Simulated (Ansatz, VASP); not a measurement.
# One calculation of Mo, two programs

```
CELL_PARAMETERS angstrom
-1.56941 1.56941 1.56941
1.56941 -1.56941 1.56941
1.56941 1.56941 -1.56941
ATOMIC_POSITIONS crystal
Mo 0.00000 0.00000 0.00000
```

Change from the starting cell: volume scaled by 0.98.

Alike in both runs: task single point; functional PBE; k mesh 16 × 16 × 16; occupations fermi-dirac, width 0.03 eV; no spin polarisation.

```csv
,VASP,Ansatz
version,VASP 6.6.1,Ansatz 0.2.0
potentials or method,"VASP PAW PBE potentials, release 64 (Mo_sv), cutoff 520 eV","all-electron LAPW, scalar-relativistic"
```

```csv
,VASP,Ansatz,Ansatz less VASP
pressure (GPa),6.1,5.5,-0.58
```

Ansatz ran all-electron here, so the differences hold the error of VASP's frozen core and of both bases.
